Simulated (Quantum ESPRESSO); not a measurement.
## ZrO: zone-centre phonons under several settings

```
CELL_PARAMETERS angstrom
1.82664 -2.91885 0.00000
1.82664 2.91885 0.00000
0.00000 0.00000 2.61994
ATOMIC_POSITIONS crystal
Zr 0.00000 0.00000 0.00000
O 0.50000 0.50000 0.00000
```

The cell was built by a generator and needn't be a form met in nature.

All runs used Quantum ESPRESSO 7.5; potentials GBRV 1.5 PBE; k mesh 6 × 6 × 7; relaxed cell; no spin polarisation; cutoff 612 eV; occupations cold, width 0.2 eV.

```csv
level,volume (Å³/atom),pressure (GPa),lowest optical mode without the field (cm⁻¹),highest optical mode without the field (cm⁻¹)
PBE,15.01,1.0,295,489
PBE+D2,14.51,0.7,282,492
PBE+D3(BJ),14.41,0.6,286,501
rPW86PBE+rVV10,15.15,1.0,292,487
rev-vdW-DF2,?,0.8,?,?
```

Q: What stands in the row left open?

A: Volume 14.57 Å³/atom; lowest optical mode without the field 286 cm⁻¹; highest optical mode without the field 501 cm⁻¹.

Caveats: the mesh is thin for the phonons of a metal; the cell relaxed to another space group than the one typed; pairwise dispersion overbinds metals, which lowers pressure and volume (some runs); the potentials were made for another functional, which shifts forces and pressure (some runs).

For the row left open. Caveat: the k mesh is coarse; the mesh is thin for the phonons of a metal; the potentials were made for another functional, which shifts forces and pressure; the cell relaxed to another space group than the one typed.
